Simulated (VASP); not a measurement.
TePb:

```
CELL_PARAMETERS angstrom
0.00000 3.23100 3.23100
3.23100 0.00000 3.23100
3.23100 3.23100 0.00000
ATOMIC_POSITIONS crystal
Pb 0.00000 0.00000 0.00000
Te 0.50000 0.50000 0.50000
```

- Program: VASP 6.6.1
- Task: relaxation of cell and atoms
- Functional: PBE
- Potentials or basis: VASP PAW PBE potentials, release 64 (Pb, Te)
- Cutoff: 580 eV
- k mesh: 7 × 7 × 7
- Occupations: fermi-dirac, width 0.05 eV
- Spin: no spin polarisation

At the start: pressure 2.0 GPa; volume 33.73 Å³/atom.

Q: How do energy, volume and symmetry change on relaxing?

A: Over 3 steps the energy falls by 9.3 meV/atom and the volume is 35.29 Å³/atom (+4.6 %); space group Fm-3m (No. 225, to 0.05 Å).

The path:
| step | energy change (eV) | largest force (eV/Å) | pressure (GPa) | volume (Å³) |
| --- | --- | --- | --- | --- |
| 1 | 0.0000 | 0.0000 | 1.99 | 67.46 |
| 2 | -0.0167 | 0.0000 | -0.57 | 71.64 |
| 3 | -0.0186 | 0.0000 | 0.01 | 70.57 |

Final structure:
```
Pb Te
1.0
     0.00000    3.27998    3.27998
     3.27998    0.00000    3.27998
     3.27998    3.27998    0.00000
Pb Te
1 1
Direct
  0.00000 0.00000 0.00000
  0.50000 0.50000 0.50000
```
